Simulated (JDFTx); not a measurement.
# FeO (Wuestite) (Fm-3m) in JDFTx: further runs

One crystal, FeO (Wuestite), is run at these levels: LDA, PBE, PBEsol; tasks: band structure.

Program: JDFTx 1.7.0 (patched build). These are calculated values, not measurements. Logs are shortened: lines on timing, memory, paths and dates and some standing lists are left out, and cuts for length are marked. The log counts tension as positive stress, the text compression.

**Experimental background.**

From “W\"ustite: Electric, thermodynamic and optical properties of FeO”, 2012, arxiv:1203.1201, for a bulk crystal of FeO: band gap 2.4 eV (optical).

The runs below are set against these values where they give the same quantity.

### 1 The structure

The structure is cubic, space group Fm-3m (No. 225). Conventional cell: a = 4.311 Å, b = 4.311 Å, c = 4.311 Å, α = 90.00°, β = 90.00°, γ = 90.00°. Around Fe (site symmetry m-3m) lie 6 O at 2.16 Å. Around O (site symmetry m-3m) lie 6 Fe at 2.16 Å.

### 2 Band structure, LDA, collinear spin, ferromagnetic start

File bands.in:

```
include FeO.lattice
coords-type Lattice
include FeO.ionpos

ion-species pseudo/Fe.upf
ion-species pseudo/O.upf
elec-cutoff 45 360
elec-ex-corr lda-PW
elec-smearing Fermi 0.0018374661
elec-n-bands 19
spintype z-spin
initial-magnetic-moments Fe 3
elec-initial-magnetization 4.00018 yes
electronic-minimize nIterations 30 energyDiffThreshold 1e-06
davidson-band-ratio 1.3
forces-output-coords Cartesian
include path.kpoints
symmetries none
fix-electron-density run.$VAR

dump-name bands.$VAR
dump End Ecomponents EigStats BandEigs Kpoints Forces
```

File FeO.lattice:

```
lattice \
    0.0000000000     4.0731156890     4.0731156890 \
    4.0731156890     0.0000000000     4.0731156890 \
    4.0731156890     4.0731156890     0.0000000000
```

File FeO.ionpos:

```
ion Fe     0.0000000000     0.0000000000     0.0000000000 1
ion O      0.5000000000     0.5000000000     0.5000000000 1
```

File path.kpoints:

```
kpoint +0.0000000000 +0.0000000000 +0.0000000000 0.020000000000
kpoint +0.0714285714 +0.0000000000 +0.0714285714 0.020000000000
kpoint +0.1428571429 +0.0000000000 +0.1428571429 0.020000000000
kpoint +0.2142857143 +0.0000000000 +0.2142857143 0.020000000000
kpoint +0.2857142857 +0.0000000000 +0.2857142857 0.020000000000
kpoint +0.3571428571 +0.0000000000 +0.3571428571 0.020000000000
kpoint +0.4285714286 +0.0000000000 +0.4285714286 0.020000000000
kpoint +0.5000000000 +0.0000000000 +0.5000000000 0.020000000000
kpoint +0.5000000000 +0.0833333333 +0.5833333333 0.020000000000
kpoint +0.5000000000 +0.1666666667 +0.6666666667 0.020000000000
kpoint +0.5000000000 +0.2500000000 +0.7500000000 0.020000000000
kpoint +0.4375000000 +0.3125000000 +0.7500000000 0.020000000000
kpoint +0.3750000000 +0.3750000000 +0.7500000000 0.020000000000
kpoint +0.3281250000 +0.3281250000 +0.6562500000 0.020000000000
kpoint +0.2812500000 +0.2812500000 +0.5625000000 0.020000000000
kpoint +0.2343750000 +0.2343750000 +0.4687500000 0.020000000000
kpoint +0.1875000000 +0.1875000000 +0.3750000000 0.020000000000
kpoint +0.1406250000 +0.1406250000 +0.2812500000 0.020000000000
kpoint +0.0937500000 +0.0937500000 +0.1875000000 0.020000000000
kpoint +0.0468750000 +0.0468750000 +0.0937500000 0.020000000000
kpoint +0.0000000000 +0.0000000000 +0.0000000000 0.020000000000
kpoint +0.0833333333 +0.0833333333 +0.0833333333 0.020000000000
kpoint +0.1666666667 +0.1666666667 +0.1666666667 0.020000000000
kpoint +0.2500000000 +0.2500000000 +0.2500000000 0.020000000000
kpoint +0.3333333333 +0.3333333333 +0.3333333333 0.020000000000
kpoint +0.4166666667 +0.4166666667 +0.4166666667 0.020000000000
kpoint +0.5000000000 +0.5000000000 +0.5000000000 0.020000000000
kpoint +0.5250000000 +0.4500000000 +0.5250000000 0.020000000000
kpoint +0.5500000000 +0.4000000000 +0.5500000000 0.020000000000
kpoint +0.5750000000 +0.3500000000 +0.5750000000 0.020000000000
kpoint +0.6000000000 +0.3000000000 +0.6000000000 0.020000000000
kpoint +0.6250000000 +0.2500000000 +0.6250000000 0.020000000000
kpoint +0.5625000000 +0.2500000000 +0.6875000000 0.020000000000
kpoint +0.5000000000 +0.2500000000 +0.7500000000 0.020000000000
kpoint +0.5000000000 +0.2916666667 +0.7083333333 0.020000000000
kpoint +0.5000000000 +0.3333333333 +0.6666666667 0.020000000000
kpoint +0.5000000000 +0.3750000000 +0.6250000000 0.020000000000
kpoint +0.5000000000 +0.4166666667 +0.5833333333 0.020000000000
kpoint +0.5000000000 +0.4583333333 +0.5416666667 0.020000000000
kpoint +0.5000000000 +0.5000000000 +0.5000000000 0.020000000000
kpoint +0.4791666667 +0.4791666667 +0.5416666667 0.020000000000
kpoint +0.4583333333 +0.4583333333 +0.5833333333 0.020000000000
kpoint +0.4375000000 +0.4375000000 +0.6250000000 0.020000000000
kpoint +0.4166666667 +0.4166666667 +0.6666666667 0.020000000000
kpoint +0.3958333333 +0.3958333333 +0.7083333333 0.020000000000
kpoint +0.3750000000 +0.3750000000 +0.7500000000 0.020000000000
kpoint +0.6250000000 +0.2500000000 +0.6250000000 0.020000000000
kpoint +0.5833333333 +0.1666666667 +0.5833333333 0.020000000000
kpoint +0.5416666667 +0.0833333333 +0.5416666667 0.020000000000
kpoint +0.5000000000 +0.0000000000 +0.5000000000 0.020000000000
```

Potentials or basis: PseudoDojo-SR-LDA-0.4.1-standard.

Command:

```sh
jdftx -c 1 -i bands.in -o bands.out
```

Output:

```text
*************** JDFTx 1.7.0 (patched build) ***************

Input parsed successfully to the following command list (including defaults):
[... the input with its defaults ...]

---------- Initializing the Grid ----------
R =
[            0      4.07312      4.07312  ]
[      4.07312            0      4.07312  ]
[      4.07312      4.07312            0  ]
unit cell volume = 135.148
G =
[    -0.7713     0.7713     0.7713  ]
[     0.7713    -0.7713     0.7713  ]
[     0.7713     0.7713    -0.7713  ]
Minimum fftbox size, Smin = [  52  52  52  ]
Chosen fftbox size, S = [  54  54  54  ]

---------- Initializing tighter grid for wavefunction operations ----------
R =
[            0      4.07312      4.07312  ]
[      4.07312            0      4.07312  ]
[      4.07312      4.07312            0  ]
unit cell volume = 135.148
G =
[    -0.7713     0.7713     0.7713  ]
[     0.7713    -0.7713     0.7713  ]
[     0.7713     0.7713    -0.7713  ]
Minimum fftbox size, Smin = [  36  36  36  ]
Chosen fftbox size, S = [  36  36  36  ]

---------- Exchange Correlation functional ----------
Initalized Slater LDA exchange.
Initalized Perdew-Wang LDA correlation.

---------- Setting up pseudopotentials ----------
Width of ionic core gaussian charges (only for fluid interactions / plotting) set to 0

Reading pseudopotential file 'pseudo/Fe.upf':
  'Fe' pseudopotential, 'SLA  PW   NOGX NOGC' functional
  Generated using ONCVPSP code by D. R. Hamann
  16 valence electrons, 4 orbitals, 6 projectors, 1001 radial grid points, with lMax = 2
    3S    l: 0   occupation:  2.0   eigenvalue: -3.436600
    3P    l: 1   occupation:  6.0   eigenvalue: -2.202387
    3D    l: 2   occupation:  6.0   eigenvalue: -0.284902
    4S    l: 0   occupation:  2.0   eigenvalue: -0.201464
  Core radius for overlap checks: 1.56 bohrs.

Reading pseudopotential file 'pseudo/O.upf':
  'O' pseudopotential, 'SLA  PW   NOGX NOGC' functional
  Generated using ONCVPSP code by D. R. Hamann
  6 valence electrons, 2 orbitals, 5 projectors, 926 radial grid points, with lMax = 2
    2S    l: 0   occupation:  2.0   eigenvalue: -0.872925
    2P    l: 1   occupation:  4.0   eigenvalue: -0.338004
  Core radius for overlap checks: 1.39 bohrs.

Initialized 2 species with 2 total atoms.

Folded 50 k-points by 1x1x1 to 50 k-points.

---------- Setting up k-points, bands, fillings ----------
No reducable k-points.
Computing the number of bands and number of electrons
Calculating initial fillings.
nElectrons:  22.000000   nBands: 19   nStates: 100

----- Setting up reduced wavefunction bases (one per k-point) -----
average nbasis = 1948.040 , ideal nbasis = 1948.601

---------- Setting up ewald sum ----------
Optimum gaussian width for ewald sums = 1.849939 bohr.
Real space sum over 1331 unit cells with max indices [  5  5  5  ]
Reciprocal space sum over 2197 terms with max indices [  6  6  6  ]

---------- Allocating electronic variables ----------
Reading n_up from file 'run.n_up' ... done
Reading n_dn from file 'run.n_dn' ... done
Initializing wave functions:  linear combination of atomic orbitals
Note: number of bands (19) exceeds available atomic orbitals (14)

----------- Band structure minimization -------------
Minimization will be done independently for each quantum number.

---- Minimization of quantum number:     0  [ +0.0000000 +0.0000000 +0.0000000 ]  0.020000000  spin +1 ----
BandDavidson: Iter:   0  Eband: +0.052639137390843
BandDavidson: Iter:   1  Eband: +0.041511419265622  dEband: -1.112772e-02
BandDavidson: Iter:   2  Eband: +0.037827303822948  dEband: -3.684115e-03
BandDavidson: Iter:   3  Eband: +0.036545954980594  dEband: -1.281349e-03
[... 1122 lines of inner loops ...]
BandDavidson: Iter:   5  Eband: +0.059533112508271  dEband: -2.800328e-06
BandDavidson: Iter:   6  Eband: +0.059532488965274  dEband: -6.235430e-07
BandDavidson: Converged (dEband<1.000000e-06)
	FillingsUpdate:  mu: +0.517636087  nElectrons: 22.000000  magneticMoment: [ Abs: 4.00652  Tot: +4.00017 ]
WARNING: these k-points are no uniform mesh, so that mu and the fillings of partly filled bands are only those of these points: take mu from the calculation that made the density or potential.

Dumping 'bands.eigStats' ...
	eMin: -2.746787 at state 0 ( [ +0.000000 +0.000000 +0.000000 ] spin 1 )
	HOMO: +0.516753 at state 79 ( [ -0.425000 +0.350000 -0.425000 ] spin -1 )
	mu  : +0.517636
	LUMO: +0.520244 at state 60 ( [ +0.500000 +0.250000 -0.250000 ] spin -1 )
	eMax: +1.509236 at state 98 ( [ -0.458333 +0.083333 -0.458333 ] spin -1 )
	HOMO-LUMO gap: +0.003491
	Optical gap  : +0.007794 at state 66 ( [ +0.187500 +0.187500 +0.375000 ] spin -1 )
Done!
[note: mu, HOMO and LUMO in a band run belong to the points of the path alone and aren't those of the crystal]
```

It took 26 s on 1 thread of Intel Xeon Platinum 8488C (Sapphire Rapids), shared host; peak memory 0.11 GiB.

Results:

- Band gap along the path: none (metal or under the smearing width)

Levels at the corners of the path, in eV from the Fermi level:
Spin up:
| point | band 10 | band 11 | band 12 | band 13 |
| --- | --- | --- | --- | --- |
| Γ | -3.87 | -3.87 | -3.63 | -3.63 |
| X | -3.24 | -2.76 | -2.76 | -2.71 |
| W | -3.02 | -2.84 | -2.76 | -1.69 |
| K | -2.90 | -2.63 | -2.41 | -1.68 |
| Γ | -3.87 | -3.87 | -3.63 | -3.63 |
| L | -3.04 | -2.49 | -0.32 | -0.32 |
| U | -2.90 | -2.63 | -2.41 | -1.68 |
| W | -3.02 | -2.84 | -2.76 | -1.69 |
| L | -3.04 | -2.49 | -0.32 | -0.32 |
| K | -2.90 | -2.63 | -2.41 | -1.68 |
| U | -2.90 | -2.63 | -2.41 | -1.68 |
| X | -3.24 | -2.76 | -2.76 | -2.71 |
Spin down:
```csv
point,band 6,band 7,band 8,band 9,band 10,band 11,band 12,band 13
Γ,-3.28,-3.28,-3.28,-0.74,-0.74,-0.74,0.02,0.02
X,-6.90,-4.46,-4.46,-2.14,0.57,0.78,0.78,1.02
W,-6.12,-6.12,-5.60,-0.04,-0.04,0.78,0.92,1.66
K,-6.53,-6.16,-4.90,-0.81,0.59,0.69,1.17,1.61
Γ,-3.28,-3.28,-3.28,-0.74,-0.74,-0.74,0.02,0.02
L,-8.07,-5.21,-5.21,0.41,0.41,0.62,2.68,2.68
U,-6.53,-6.16,-4.90,-0.81,0.59,0.69,1.17,1.61
W,-6.12,-6.12,-5.60,-0.04,-0.04,0.78,0.92,1.66
L,-8.07,-5.21,-5.21,0.41,0.41,0.62,2.68,2.68
K,-6.53,-6.16,-4.90,-0.81,0.59,0.69,1.17,1.61
U,-6.53,-6.16,-4.90,-0.81,0.59,0.69,1.17,1.61
X,-6.90,-4.46,-4.46,-2.14,0.57,0.78,0.78,1.02
```

Caveat: semilocal functionals often make such compounds metallic where correlation or magnetic order opens a gap, which also shifts bond lengths.

### 3 Band structure, PBE, collinear spin, ferromagnetic start

File bands.in:

```
lattice \
    0.0000000000     2.1554000000     2.1554000000 \
    2.1554000000     0.0000000000     2.1554000000 \
    2.1554000000     2.1554000000     0.0000000000
latt-scale 1.889726124626 1.889726124626 1.889726124626
coords-type Lattice
ion Fe     0.0000000000     0.0000000000     0.0000000000 1
ion O      0.5000000000     0.5000000000     0.5000000000 1

ion-species pseudo/Fe.upf
ion-species pseudo/O.upf
elec-cutoff 45 360
elec-ex-corr gga-PBE
elec-smearing Fermi 0.0018374661
elec-n-bands 19
spintype z-spin
initial-magnetic-moments Fe 3
elec-initial-magnetization 4.00095 yes
electronic-minimize nIterations 30 energyDiffThreshold 1e-06
davidson-band-ratio 1.3
forces-output-coords Cartesian
include path.kpoints
symmetries none
fix-electron-density run.$VAR

dump-name bands.$VAR
dump End Ecomponents EigStats BandEigs Kpoints Forces
```

path.kpoints is that of step 2.

Potentials or basis: PseudoDojo-SR-PBE-0.5-standard.

Command:

```sh
jdftx -c 1 -i bands.in -o bands.out
```

Wall time 27 s (1 thread of Intel Xeon Platinum 8488C (Sapphire Rapids), shared host); peak memory 0.13 GiB.

It converged, with:

```
Band gap along the path : none (metal or under the smearing width)
```

Levels at the corners of the path, in eV from the Fermi level:
Spin up:
| point | band 11 | band 12 | band 13 | band 14 |
| --- | --- | --- | --- | --- |
| Γ | -3.97 | -3.95 | -3.95 | -0.03 |
| X | -3.07 | -3.04 | -3.04 | 5.18 |
| W | -3.19 | -3.04 | -1.96 | 7.33 |
| K | -2.89 | -2.73 | -1.94 | 6.68 |
| Γ | -3.97 | -3.95 | -3.95 | -0.03 |
| L | -2.73 | -0.57 | -0.57 | 3.95 |
| U | -2.89 | -2.73 | -1.94 | 6.68 |
| W | -3.19 | -3.04 | -1.96 | 7.33 |
| L | -2.73 | -0.57 | -0.57 | 3.95 |
| K | -2.89 | -2.73 | -1.94 | 6.68 |
| U | -2.89 | -2.73 | -1.94 | 6.68 |
| X | -3.07 | -3.04 | -3.04 | 5.18 |
Spin down:
```
point  band 7  band 8  band 9  band 10  band 11  band 12
    Γ   -3.40   -3.40   -0.74    -0.74    -0.74     0.26
    X   -4.58   -4.58   -2.15     0.77     0.77     0.81
    W   -6.24   -5.66   -0.05    -0.05     0.77     1.13
    K   -6.25   -4.97   -0.82     0.58     0.67     1.36
    Γ   -3.40   -3.40   -0.74    -0.74    -0.74     0.26
    L   -5.25   -5.25    0.41     0.41     0.60     2.82
    U   -6.25   -4.97   -0.82     0.58     0.67     1.36
    W   -6.24   -5.66   -0.05    -0.05     0.77     1.13
    L   -5.25   -5.25    0.41     0.41     0.60     2.82
    K   -6.25   -4.97   -0.82     0.58     0.67     1.36
    U   -6.25   -4.97   -0.82     0.58     0.67     1.36
    X   -4.58   -4.58   -2.15     0.77     0.77     0.81
```

Caveat: semilocal functionals often make such compounds metallic where correlation or magnetic order opens a gap, which also shifts bond lengths.

### 4 Band structure, PBEsol, collinear spin, ferromagnetic start

File bands.in:

```
lattice Face-Centered Cubic 8.1462313780
coords-type Lattice
ion Fe     0.0000000000     0.0000000000     0.0000000000 1
ion O      0.5000000000     0.5000000000     0.5000000000 1

ion-species pseudo/Fe.upf
ion-species pseudo/O.upf
elec-cutoff 45 360
elec-ex-corr gga-PBEsol
elec-smearing Fermi 0.0018374661
elec-n-bands 19
spintype z-spin
initial-magnetic-moments Fe 3
elec-initial-magnetization 4.00131 yes
electronic-minimize nIterations 30 energyDiffThreshold 1e-06
davidson-band-ratio 1.3
forces-output-coords Cartesian
include path.kpoints
symmetries none
fix-electron-density run.$VAR

dump-name bands.$VAR
dump End Ecomponents EigStats BandEigs Kpoints Forces
```

path.kpoints is that of step 3.

Potentials or basis: PseudoDojo-SR-PBEsol-0.4.1-standard.

Command:

```sh
jdftx -c 1 -i bands.in -o bands.out
```

It took 26 s on 1 thread of Intel Xeon Platinum 8488C (Sapphire Rapids), shared host; peak memory 0.13 GiB.

Results (log left out):

* Band gap along the path: none (metal or under the smearing width)

Levels at the corners of the path, in eV from the Fermi level:
Spin up:
```csv
point,band 9,band 10,band 11,band 12,band 13,band 14
Γ,-3.97,-3.97,-3.97,-3.87,-3.87,-0.10
X,-4.98,-3.47,-2.97,-2.96,-2.96,5.09
W,-3.19,-3.19,-3.09,-2.96,-1.89,7.26
K,-3.83,-3.10,-2.81,-2.64,-1.87,6.59
Γ,-3.97,-3.97,-3.97,-3.87,-3.87,-0.10
L,-3.23,-3.23,-2.66,-0.49,-0.49,3.81
U,-3.83,-3.10,-2.81,-2.64,-1.87,6.59
W,-3.19,-3.19,-3.09,-2.96,-1.89,7.26
L,-3.23,-3.23,-2.66,-0.49,-0.49,3.81
K,-3.83,-3.10,-2.81,-2.64,-1.87,6.59
U,-3.83,-3.10,-2.81,-2.64,-1.87,6.59
X,-4.98,-3.47,-2.97,-2.96,-2.96,5.09
```
Spin down:
| point | band 7 | band 8 | band 9 | band 10 | band 11 | band 12 |
| --- | --- | --- | --- | --- | --- | --- |
| Γ | -3.38 | -3.38 | -0.74 | -0.74 | -0.74 | 0.16 |
| X | -4.57 | -4.57 | -2.18 | 0.72 | 0.78 | 0.78 |
| W | -6.26 | -5.67 | -0.05 | -0.05 | 0.78 | 1.04 |
| K | -6.27 | -4.98 | -0.83 | 0.59 | 0.69 | 1.28 |
| Γ | -3.38 | -3.38 | -0.74 | -0.74 | -0.74 | 0.16 |
| L | -5.27 | -5.27 | 0.42 | 0.42 | 0.61 | 2.76 |
| U | -6.27 | -4.98 | -0.83 | 0.59 | 0.69 | 1.28 |
| W | -6.26 | -5.67 | -0.05 | -0.05 | 0.78 | 1.04 |
| L | -5.27 | -5.27 | 0.42 | 0.42 | 0.61 | 2.76 |
| K | -6.27 | -4.98 | -0.83 | 0.59 | 0.69 | 1.28 |
| U | -6.27 | -4.98 | -0.83 | 0.59 | 0.69 | 1.28 |
| X | -4.57 | -4.57 | -2.18 | 0.72 | 0.78 | 0.78 |

Caveat: semilocal functionals often make such compounds metallic where correlation or magnetic order opens a gap, which also shifts bond lengths.

### 5 How close it comes

Step 2. Measured gap of FeO: 2.4 eV (optical; quoted in “W\"ustite: Electric, thermodynamic and optical properties of FeO”, 2012, arxiv:1203.1201). This calculation gives 0.00 eV (-2.40 eV). So large a miss can be the level of theory's own, or it may mean another phase, state or a wrong row. The value is that of LDA, without temperature or zero-point motion. Semilocal functionals fall short of measured gaps as a rule.

Step 3. Against the measured gap of FeO, 2.4 eV (optical; quoted in “W\"ustite: Electric, thermodynamic and optical properties of FeO”, 2012, arxiv:1203.1201), the calculated 0.00 eV is off by -2.40 eV. So large a miss can be the level of theory's own, or it may mean another phase, state or a wrong row. The value is that of PBE, without temperature or zero-point motion. Semilocal functionals fall short of measured gaps as a rule.

Step 4. A measured gap of FeO is 2.4 eV (optical; quoted in “W\"ustite: Electric, thermodynamic and optical properties of FeO”, 2012, arxiv:1203.1201); the calculated 0.00 eV misses it by -2.40 eV. So large a miss can be the level of theory's own, or it may mean another phase, state or a wrong row. The value is that of PBEsol, without temperature or zero-point motion. Semilocal functionals fall short of measured gaps as a rule.
